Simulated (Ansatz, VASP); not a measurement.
**TiO2 in VASP and in Ansatz**

```xyz
6
Lattice="4.6433 0.0000 0.0000 0.0000 4.6433 0.0000 0.0000 0.0000 2.9639" Properties=species:S:1:pos:R:3 pbc="T T T"
Ti    2.3217    2.3217    0.0000
Ti    0.0000    0.0000    1.4819
O     3.2265    3.2265    1.4819
O     3.7385    0.9049    0.0000
O     0.9049    3.7385    0.0000
O     1.4168    1.4168    1.4819
```

Alike in both runs: functional PBE; k mesh 6 × 6 × 10; occupations gaussian, width 0.02 eV; no spin polarisation.

Ansatz relaxed the structure, and its values are those at the end. VASP's run is a single point on that final structure, the one shown.

|  | VASP | Ansatz |
| --- | --- | --- |
| version | VASP 6.6.1 | Ansatz 0.2.0 |
| potentials or method | VASP PAW PBE potentials, release 64 (Ti_sv, O) | scalar-relativistic, plane waves, PAW |
| plane-wave cutoff (eV) | 520 | 420 |
| valence electrons in the cell | 48 | 48 |

VASP gave:

| Property | Result |
| --- | --- |
| gap on the k mesh at the Fermi level (eV) | 1.84 |
| least direct gap on the mesh (eV) | 1.84 |
| pressure (GPa) | 0.7 |
| rms of the force components (eV/Å) | 0.014 |

Question: Estimate Ansatz's values.

Answer: gap on the k mesh at the Fermi level (eV): 1.86; least direct gap on the mesh (eV): 1.86; pressure (GPa): 0.0; rms of the force components (eV/Å): 0.000.

A k mesh can miss the band edges. Expect the measured gap to be larger: semilocal functionals such as PBE lack the derivative discontinuity.
